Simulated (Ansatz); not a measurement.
# linear La chain, moments started antiparallel: one chain at several levels of theory

Aim: how far do the period, the moment and the conductance of the linear La chain, moments started antiparallel depend on the functional, the datasets and spin-orbit coupling, and at what cost?

Main program and level: Ansatz 0.2.0; DFT PBE, plane waves, PAW; relaxation of a chain's period, in the first sound run; inputs show where later runs differ.

### 1. Set-up

The cell holds 2 atoms: 2 La. Its edges and angles: a = 7.500 Å, b = 7.500 Å, c = 7.866 Å, α = 90.0°, β = 90.0°, γ = 90.0°. Vacuum lies along a and b. The structure's axis is c.

### 2. Relaxation of atoms and period, level PBE, cutoff 420 eV

Band widths follow the bond lengths, so the chain is relaxed first. The atoms and the third cell vector are free; the box across stays fixed as vacuum. Moments are seeded so that a magnetic state can form if it lies lower. A Fermi-Dirac smearing is set since the result may be a metal. The pressure printed is a third of the stress's trace over the whole box, vacuum included; only the stress along the axis is relaxed.

File input.yaml:

```yaml
crystal:
  lattice:
    - [7.5, 0.0, 0.0]
    - [0.0, 7.5, 0.0]
    - [0.0, 0.0, 7.866]
  atoms:
    - { symbol: La, position: [0.5, 0.5, 0.0], spin: 1.0 }
    - { symbol: La, position: [0.5, 0.5, 0.5], spin: -1.0 }
magnetization:
  spin_polarized: true
kpoints:
  mp_grid: { grid: [1, 1, 11] }
scf:
  occupations: { method: fermi_dirac, width: 0.05 }
hamiltonian:
  xc: pbe
relax:
  cell: { fix: [a, b, alpha, beta, gamma] }
  max_steps: 60
```

Launch:

```sh
$ ansatz run input.yaml --threads 4 --pin off --max-ram 8192MiB --backend cpu --events-out ev --progress --plain --runs-dir out
```

Numbers of over 12 decimals in the logs are rounded to 6 here.

The log of the run:

```text
Engine: ansatz 0.2.0, aarch64-unknown-linux-gnu
Pseudopotentials: kind: paw
Pseudopotential: La, paw, valence charge 11, recommended cutoff 420 eV (normal), La.paw.azcp
Functional definition: PBE
  parameter kappa = 0.804
  parameter beta = 0.066725
  exchange = pbe_x(kappa = kappa, mu = beta*pi^2/3)
  correlation = pbe_c(beta = beta)
Crystal: 2 atoms, lattice volume = 442.462 Å³
Basis set: ecut = 420 eV, 8627 PW (Γ), exchange–correlation on 108×108×108 points (8 copies of the dense FFT grid, shifted against one another)
Bands: 16, of which v1, the nominal top of the filled ones, is band 11 counted from 1 (10 counted from 0)
Symmetry: 16 space group operations
Space group: P4/mmm (ITA 123), of the structure as read, at distance tolerance 7.6e-5 Å
Magnetic group: BNS 123.348 (UNI 1008), of the structure as read, at distance tolerance 7.6e-5 Å
k-points: 6 of 11
Non-local potential: La, projectors of the file, l = 0: 3, l = 1: 2, l = 2: 2, l = 3: 3
PAW form: soft (Blöchl's): semilocal exchange-correlation on the pseudo side does not see the compensation charge
PAW one-centre angular grid: La, 590 points (default); XC on 64 Gauss nodes
Initial density: superposition of atomic densities (neutral atoms: chi_scale 0, normalization atom)
Starting moments: Σ|m| = 2 μB on 2 of 2 sites
Starting magnetic order: antiferromagnet; a translation exchanges its spin sublattices: spin-degenerate at every k-point
Initial wavefunctions: pseudopotential atomic-orbital guess
Functional: x = pbe(κ = 0.804, μ = 0.219515), c = pbe(β = 0.066725)
SCF iter   1: F=—  HF=-12494.844110 eV  |F-HF|=—  |Δ(HF+E_count)|=         —  Δρ=1.06e-2 (↑1.06e-2 ↓1.06e-2)  dr2=4.97e0  dr2_m=6.28e-2  M=0.000 μB ∫|m|=1.253 μB  β_m=0.30  ethr=3.10e-3  ⟨swp⟩=5.5  Hψ=954  notcnv=0
Mixer restart at iter 1: flushing history
automatic band count: the SCF goes on with 21 bands, as 16 were too few: the levels above may hold too much charge
preconditioner: auto → LDOS  [metal: Δε(μ)=0.012 eV  Ē_g=0.765 eV  σ=0.050 eV  W_gap=0.06  n_scr=28 (ndim 8)  ℏωp=4.3 eV  f_vac=0.357  D(μ)=29.83/eV (n_scr^D=320)]
spin=Collinear: LDOS preconditioning applied to the charge; magnetization (m = ρ↑ − ρ↓) channel mixes plain (no charge-response kernel on spin).
SCF iter   2: F=—  HF=-12494.576349 eV  |F-HF|=—  |Δ(HF+E_count)|=   2.68e-1  Δρ=5.74e-3 (↑5.74e-3 ↓5.74e-3)  dr2=1.80e0  dr2_m=2.72e-2  M=0.000 μB ∫|m|=1.026 μB  β_m=0.50  ethr=3.10e-3  ⟨swp⟩=1.0  Hψ=174  notcnv=0
SCF iter   3: F=—  HF=-12494.672159 eV  |F-HF|=—  |Δ(HF+E_count)|=   9.58e-2  Δρ=1.87e-2 (↑1.87e-2 ↓1.87e-2)  dr2=5.62e0  dr2_m=3.67e-1  M=0.000 μB ∫|m|=1.440 μB  β_m=0.29  ethr=3.10e-3  ⟨swp⟩=5.3  Hψ=1011  notcnv=0  recentre
automatic band count: the SCF goes on with 31 bands, as 21 were too few: the levels above may hold too much charge
SCF iter   4: F=—  HF=-12494.526728 eV  |F-HF|=—  |Δ(HF+E_count)|=   1.45e-1  Δρ=3.37e-3 (↑3.37e-3 ↓3.37e-3)  dr2=3.75e-1  dr2_m=2.30e-2  M=0.000 μB ∫|m|=0.755 μB  β_m=0.32  ethr=3.10e-3  ⟨swp⟩=2.0  Hψ=259  notcnv=0
SCF iter   5: F=—  HF=-12494.505503 eV  |F-HF|=—  |Δ(HF+E_count)|=   2.12e-2  Δρ=2.26e-3 (↑2.26e-3 ↓2.26e-3)  dr2=3.21e-2  dr2_m=1.48e-2  M=0.000 μB ∫|m|=0.532 μB  β_m=0.66  ethr=1.70e-3  ⟨swp⟩=2.0  Hψ=303  notcnv=0
SCF iter   6: F=—  HF=-12494.517901 eV  |F-HF|=—  |Δ(HF+E_count)|=         —  Δρ=7.85e-4 (↑7.85e-4 ↓7.85e-4)  dr2=5.57e-3  dr2_m=1.69e-3  M=0.000 μB ∫|m|=0.302 μB  β_m=0.66  ethr=1.46e-4  ⟨swp⟩=2.7  Hψ=372  notcnv=0
Mixer restart at iter 6: flushing history
SCF iter   7: F=—  HF=-12494.520582 eV  |F-HF|=—  |Δ(HF+E_count)|=   2.68e-3  Δρ=8.72e-4 (↑8.72e-4 ↓8.72e-4)  dr2=5.25e-3  dr2_m=1.82e-3  M=0.000 μB ∫|m|=0.227 μB  β_m=0.83  ethr=2.53e-5  ⟨swp⟩=2.0  Hψ=320  notcnv=0
SCF iter   8: F=—  HF=-12494.523190 eV  |F-HF|=—  |Δ(HF+E_count)|=   2.61e-3  Δρ=1.34e-3 (↑1.34e-3 ↓1.34e-3)  dr2=3.35e-2  dr2_m=1.31e-4  M=0.000 μB ∫|m|=0.206 μB  β_m=0.27  ethr=2.39e-5  ⟨swp⟩=3.0  Hψ=361  notcnv=0  recentre
SCF iter   9: F=—  HF=-12494.521393 eV  |F-HF|=—  |Δ(HF+E_count)|=   1.80e-3  Δρ=3.63e-4 (↑3.63e-4 ↓3.63e-4)  dr2=5.31e-4  dr2_m=4.57e-4  M=0.000 μB ∫|m|=0.183 μB  β_m=0.66  ethr=2.39e-5  ⟨swp⟩=2.5  Hψ=272  notcnv=0
SCF iter  10: F=—  HF=-12494.522474 eV  |F-HF|=—  |Δ(HF+E_count)|=   1.08e-3  Δρ=2.86e-4 (↑2.86e-4 ↓2.86e-4)  dr2=1.55e-3  dr2_m=1.63e-5  M=0.000 μB ∫|m|=0.097 μB  β_m=0.52  ethr=2.42e-6  ⟨swp⟩=2.8  Hψ=334  notcnv=0
SCF iter  11: F=—  HF=-12494.522487 eV  |F-HF|=—  |Δ(HF+E_count)|=   1.35e-5  Δρ=1.28e-4 (↑1.28e-4 ↓1.28e-4)  dr2=3.00e-4  dr2_m=2.33e-6  M=0.000 μB ∫|m|=0.058 μB  β_m=0.76  ethr=2.42e-6  ⟨swp⟩=2.0  Hψ=209  notcnv=0
SCF iter  12: F=—  HF=-12494.522506 eV  |F-HF|=—  |Δ(HF+E_count)|=   1.81e-5  Δρ=1.88e-5 (↑1.88e-5 ↓1.88e-5)  dr2=4.47e-7  dr2_m=1.31e-6  M=0.000 μB ∫|m|=0.042 μB  β_m=0.88  ethr=1.37e-6  ⟨swp⟩=1.5  Hψ=190  notcnv=0
SCF iter  13: F=—  HF=-12494.522551 eV  |F-HF|=—  |Δ(HF+E_count)|=   4.55e-5  Δρ=1.54e-5 (↑1.54e-5 ↓1.54e-5)  dr2=1.59e-6  dr2_m=6.71e-7  M=0.000 μB ∫|m|=0.030 μB  β_m=0.88  ethr=2.03e-9  ⟨swp⟩=3.0  Hψ=431  notcnv=0
SCF iter  14: F=—  HF=-12494.522571 eV  |F-HF|=—  |Δ(HF+E_count)|=   1.96e-5  Δρ=2.07e-5 (↑2.07e-5 ↓2.07e-5)  dr2=5.99e-6  dr2_m=4.27e-7  M=0.000 μB ∫|m|=0.016 μB  β_m=0.79  ethr=2.03e-9  ⟨swp⟩=3.7  Hψ=446  notcnv=0  recentre
SCF iter  15: F=—  HF=-12494.522576 eV  |F-HF|=—  |Δ(HF+E_count)|=   5.18e-6  Δρ=7.01e-6 (↑7.01e-6 ↓7.01e-6)  dr2=5.53e-7  dr2_m=1.34e-7  M=0.000 μB ∫|m|=0.003 μB  β_m=0.90  ethr=2.03e-9  ⟨swp⟩=3.0  Hψ=359  notcnv=0
SCF iter  16: F=—  HF=-12494.522576 eV  |F-HF|=—  |Δ(HF+E_count)|=   2.23e-7  Δρ=3.76e-6 (↑3.76e-6 ↓3.76e-6)  dr2=6.77e-8  dr2_m=4.14e-8  M=0.000 μB ∫|m|=0.001 μB  β_m=0.95  ethr=2.03e-9  ⟨swp⟩=2.0  Hψ=279  notcnv=0
SCF iter  17: F=—  HF=-12494.522576 eV  |F-HF|=—  |Δ(HF+E_count)|=   1.26e-8  Δρ=7.45e-7 (↑7.45e-7 ↓7.45e-7)  dr2=1.34e-9  dr2_m=1.85e-9  M=0.000 μB ∫|m|=0.001 μB  β_m=0.95  ethr=3.08e-10  ⟨swp⟩=3.0  Hψ=346  notcnv=0
SCF iter  18: F=—  HF=-12494.522576 eV  |F-HF|=—  |Δ(HF+E_count)|=   3.64e-8  Δρ=1.79e-7 (↑1.79e-7 ↓1.79e-7)  dr2=1.61e-10  dr2_m=1.00e-10  M=0.000 μB ∫|m|=0.000 μB  β_m=0.97  ethr=6.11e-12  ⟨swp⟩=3.2  Hψ=381  notcnv=0
SCF iter  19: F=-12494.522576 eV  HF=-12494.522576 eV  |F-HF|=2.18e-11  |Δ(HF+E_count)|=   3.22e-9  Δρ=5.54e-8 (↑5.54e-8 ↓5.54e-8)  dr2=3.57e-11  dr2_m=5.69e-12  M=0.000 μB ∫|m|=0.000 μB  ethr=1.00e-12  ⟨swp⟩=1.5  Hψ=627  notcnv=0
[...]
relax step   5: F+E_penalty+E_count = -12495.84819937 eV  Δ(F+E_penalty+E_count) = -2.985e-1 eV  max|allowed force component| = 0.000e0 eV/Å  Δτ_max = 0.0000 Å  P = -1.005 GPa  Ω = 358.477 Å³  energy of the carried Pulay correction = +2.790e-4 eV  fix = [a, b, alpha, beta, gamma]  reactions: a -0.621, b -0.621 GPa  (9 SCF iters, dr2 threshold 2.00e-7 eV, accepted)
[...]
relax step   6: F+E_penalty+E_count = -12496.01001414 eV  Δ(F+E_penalty+E_count) = -1.618e-1 eV  max|allowed force component| = 0.000e0 eV/Å  Δτ_max = 0.0000 Å  P = -0.551 GPa  Ω = 336.354 Å³  energy of the carried Pulay correction = +3.641e-4 eV  fix = [a, b, alpha, beta, gamma]  reactions: a -0.671, b -0.671 GPa  (10 SCF iters, dr2 threshold 2.00e-7 eV, accepted)
[...]
relax step   7: F+E_penalty+E_count = -12496.01234627 eV  Δ(F+E_penalty+E_count) = -2.332e-3 eV  max|allowed force component| = 0.000e0 eV/Å  Δτ_max = 0.0000 Å  P = -0.411 GPa  Ω = 332.404 Å³  energy of the carried Pulay correction = +3.798e-4 eV  fix = [a, b, alpha, beta, gamma]  reactions: a -0.681, b -0.681 GPa  (7 SCF iters, dr2 threshold 2.00e-7 eV, accepted)
[...]
relax step   8: F+E_penalty+E_count = -12496.01279955 eV  Δ(F+E_penalty+E_count) = -4.533e-4 eV  max|allowed force component| = 0.000e0 eV/Å  Δτ_max = 0.0000 Å  P = -0.448 GPa  Ω = 333.436 Å³  energy of the carried Pulay correction = +3.757e-4 eV  fix = [a, b, alpha, beta, gamma]  reactions: a -0.678, b -0.678 GPa  (7 SCF iters, dr2 threshold 4.26e-8 eV, accepted)
Basis set: ecut = 420 eV, 6523 PW (Γ), exchange–correlation on 108×108×80 points (8 copies of the dense FFT grid, shifted against one another)
Initial wavefunctions: pseudopotential atomic-orbital guess (no wavefunctions were taken with the density)
iter 1 solved again at ethr=4.06e-7 eV; its pass at ethr=3.10e-3 eV (dr2=8.93e-5 eV) is discarded
SCF iter   1: F=—  HF=-12496.012214 eV  |F-HF|=—  |Δ(HF+E_count)|=         —  Δρ=2.69e-5 (↑2.69e-5 ↓2.69e-5)  dr2=1.22e-6  dr2_m=8.00e-12  M=0.000 μB ∫|m|=0.000 μB  β_m=0.65  ethr=4.06e-7  ⟨swp⟩=3.5  Hψ=1183  notcnv=0
preconditioner: auto → Resta (q_TF=auto, 1.734 Å⁻¹)  ε∞=7.6  [insulator: Δε(μ)=0.238 eV  Ē_g=1.944 eV  σ=0.050 eV  W_gap=0.67  n_scr=30 (ndim 8)  ℏωp=5.0 eV  f_vac=0.356  D(μ)=3.44/eV (n_scr^D=18)  ε∞_Penn≈7.6]
spin=Collinear: Resta preconditioning applied to the charge; magnetization (m = ρ↑ − ρ↓) channel mixes plain (no charge-response kernel on spin).
SCF iter   2: F=—  HF=-12496.012092 eV  |F-HF|=—  |Δ(HF+E_count)|=   1.23e-4  Δρ=9.99e-6 (↑9.99e-6 ↓9.99e-6)  dr2=1.49e-7  dr2_m=5.47e-12  M=0.000 μB ∫|m|=0.000 μB  β_m=0.65  ethr=5.53e-9  ⟨swp⟩=2.8  Hψ=264  notcnv=0
SCF iter   3: F=—  HF=-12496.012093 eV  |F-HF|=—  |Δ(HF+E_count)|=   1.16e-6  Δρ=1.07e-6 (↑1.07e-6 ↓1.07e-6)  dr2=1.54e-8  dr2_m=4.45e-13  M=0.000 μB ∫|m|=0.000 μB  β_m=0.82  ethr=6.78e-10  ⟨swp⟩=2.0  Hψ=253  notcnv=0
SCF iter   4: F=—  HF=-12496.012093 eV  |F-HF|=—  |Δ(HF+E_count)|=   3.07e-8  Δρ=2.95e-7 (↑2.95e-7 ↓2.95e-7)  dr2=2.73e-9  dr2_m=1.87e-13  M=0.000 μB ∫|m|=0.000 μB  β_m=0.80  ethr=6.98e-11  ⟨swp⟩=2.5  Hψ=234  notcnv=0
SCF iter   5: F=—  HF=-12496.012093 eV  |F-HF|=—  |Δ(HF+E_count)|=   1.24e-9  Δρ=1.15e-7 (↑1.15e-7 ↓1.15e-7)  dr2=4.76e-10  dr2_m=4.08e-14  M=0.000 μB ∫|m|=0.000 μB  β_m=0.90  ethr=1.24e-11  ⟨swp⟩=3.0  Hψ=270  notcnv=0
SCF iter   6: F=—  HF=-12496.012093 eV  |F-HF|=—  |Δ(HF+E_count)|=   2.93e-8  Δρ=4.68e-8 (↑4.68e-8 ↓4.68e-8)  dr2=2.21e-10  dr2_m=6.73e-15  M=0.000 μB ∫|m|=0.000 μB  β_m=0.95  ethr=2.16e-12  ⟨swp⟩=2.0  Hψ=244  notcnv=0
SCF iter   7: F=—  HF=-12496.012093 eV  |F-HF|=—  |Δ(HF+E_count)|=   1.10e-9  Δρ=3.12e-8 (↑3.12e-8 ↓3.12e-8)  dr2=4.09e-11  dr2_m=4.48e-15  M=0.000 μB ∫|m|=0.000 μB  β_m=0.97  ethr=1.01e-12  ⟨swp⟩=3.0  Hψ=223  notcnv=0
SCF iter   8: F=-12496.012093 eV  HF=-12496.012093 eV  |F-HF|=1.82e-12  |Δ(HF+E_count)|=  1.73e-10  Δρ=1.50e-8 (↑1.50e-8 ↓1.50e-8)  dr2=9.16e-12  dr2_m=1.27e-15  M=0.000 μB ∫|m|=0.000 μB  ethr=1.00e-12  ⟨swp⟩=4.5  Hψ=623  notcnv=0
the starting moments were not kept: the SCF closed with an absolute magnetisation of 1.2e-7 μB, where they sum to 2 μB in size (2 sites). That is at most 0.1 of that sum. Measured as dr2_m measures the in/out step, that magnetisation stands 2.2e-16 eV from none, at or under the dr2_threshold of 2.0e-11 eV: it is no larger than a step whose dr2_m would equal this threshold.
SCF 9 converged in 8 iterations: F = -12496.012093 eV  dr2 = 9.16e-12
relax step   9: F+E_penalty+E_count = -12496.01209279 eV  Δ(F+E_penalty+E_count) = +7.068e-4 eV  max|allowed force component| = 0.000e0 eV/Å  Δτ_max = 0.0000 Å  P = -0.447 GPa  Ω = 333.436 Å³  fix = [a, b, alpha, beta, gamma]  reactions: a -0.677, b -0.677 GPa  stress off target by 1.28e-2 GPa on what of the cell is left free  SCF on the basis re-selected at this cell (its energy is not comparable with the rows above)  (8 SCF iters)
basis re-selected at this cell: Δ(F+E_penalty+E_count) = +7.068e-4 eV, ΔP = +0.001 GPa vs the last step (what re-selecting the basis moved, of the pressure what is left beyond the Pulay correction that the steps carried, after the strain that the cell walked since its last selection, with what the two solves' SCF thresholds leave and, on support functions, any second-order correction that the steps lacked; it is no measure of the basis error at this ecutwfc). The dense FFT grid was sized anew with the basis: this SCF ran on 54×54×40 points, the steps before it on 54×54×54, so part of this shift can come from that change (see relax.cell in the input reference). [rest of the remark cut]
SCF converged after 8 iterations
Magnetization: 0.0000 μB (11.0000 up, 11.0000 down)
Absolute magnetization: 0.0000 μB (∫|ρ↑−ρ↓|, with the PAW one-centre terms)
Spin contamination: 0.0000 ħ² per cell (⟨S²⟩ above its minimum at these occupations)
Per-site moments (μB) at R_I (Å): [(3.3766920818854693e-9, 1.222600), (-3.3766920818854693e-9, 1.222600)]
Free energy (F): -12496.012093 eV
Harris-Foulkes:  -12496.012093 eV  (|F-HF|=1.82e-12)
Internal energy: -12495.981505 eV  (E = F + TS)
E sigma→0 (E₀):  -12495.996799 eV
Entropy (-TS):   -0.030587 eV (-15.294 meV/atom)
Fermi energy:    0.115496 eV
--- Per-component energies (eV) ---
  E_band       = -337.611819
  E_kinetic    = 387.277975
  E_local      = -2261.829112  (includes V_loc(G=0)·N_el)
  E_nonlocal   = 190.267192
  E_hartree    = 881.497023
  E_xc         = -275.330369
  E_vxc        = -290.673363  (∫ρ·V_xc dr)
  E_paw        = -10832.281487  (= ΣΔE_a)
  E_vpaw       = -125.648698  (= ΣTr[D̂ρ^β])
  E_aug_tail   = -0.000000  (compensation charges beyond the density's cutoff)
  E_ewald      = -585.582727
  E_smearing   = -0.030587  (= −TS)
  E_closure    = -0.000000  (closes the sum)
  Σ components = -12496.012093   (vs F -12496.012093, Δ=0.00e0)
--- Forces (eV/Å), atoms counted from 1 ---
  atom   1  La     0.00000000     0.00000000     0.00000000
  atom   2  La     0.00000000    -0.00000000     0.00000000
  max |Σ_I F_I| component: 2.21e-29 eV/Å
--- Stress (GPa, compression-positive) ---
       -0.677144       0.000000       0.000000
        0.000000      -0.677144       0.000000
        0.000000       0.000000       0.012813
  P = ⅓ Tr σ = -0.4472 GPa (-4.472 kbar)
--- Relaxed structure (8 steps of the walk, 8 accepted, 1 SCFs on fresh bases) ---
  F+E_penalty+E_count = -12496.01209279 eV   max|allowed force component| = 0.000e0 eV/Å   (the final SCF, on the basis selected at the relaxed cell)
  cell:  # Å, volume = 333.4363 Å³
    - [7.5, 0.0, 0.0]
    - [0.0, 7.5, 0.0]
    - [0.0, 0.0, 5.927757]
  atoms:
    - { symbol: La, position: [0.5, 0.5, 0.0] }
    - { symbol: La, position: [0.5, 0.5, 0.5] }
```

Wall time 19 s (4 threads of Arm Neoverse V2, shared host); peak memory 0.79 GiB.

Step by step:

```csv
step,energy less that of the first step (eV),largest force component (eV/Å),pressure (GPa),volume (Å³)
1,0.0000,0.0000,-1.24,442.46
2,-0.3091,0.0000,-1.28,423.74
3,-0.6798,0.0000,-1.27,402.17
4,-1.0271,0.0000,-1.21,380.60
5,-1.3256,0.0000,-1.01,358.48
6,-1.4874,0.0000,-0.55,336.35
7,-1.4898,0.0000,-0.41,332.40
8,-1.4902,0.0000,-0.45,333.44
9*,-1.4895,0.0000,-0.45,333.44
```

Relaxation steps marked * repeat the geometry before them on a plane-wave basis chosen anew for their cell, so energy and pressure can jump there.

The run keeps the 16 symmetry operations that it works with, so distortions that break them were not tested.

```csv
cell as run,before,after,change
c (Å),7.866,5.928,-24.6 %
```

Final coordinates:

```xyz
2
Lattice="7.5000 0.0000 0.0000 0.0000 7.5000 0.0000 0.0000 0.0000 5.9278" Properties=species:S:1:pos:R:3
La    3.7500    3.7500    0.0000
La    3.7500    3.7500    2.9639
```

Numbers from this step:

```
energy at zero smearing    : -12495.9968 eV
cell length along the wire : 5.928 Å
```

The cell's length comes to 5.928 Å with no moment. The two atoms stand evenly on a line, so the true period is half of it. That is -25 % against the start, more than a small adjustment.

The cell shrank by 24.6 % in its periodic edges.

[end of part 1 of 4]

[Logs are printed without paths, hosts, clocks, repeated set-up lines and the standing remarks that a program may print on its own settings, such as how far it seeks lower states.]

[Hosts, paths, dates, database ids (printed as entryN), source tags and the programs' standing remarks are cut or masked in the printed files.]
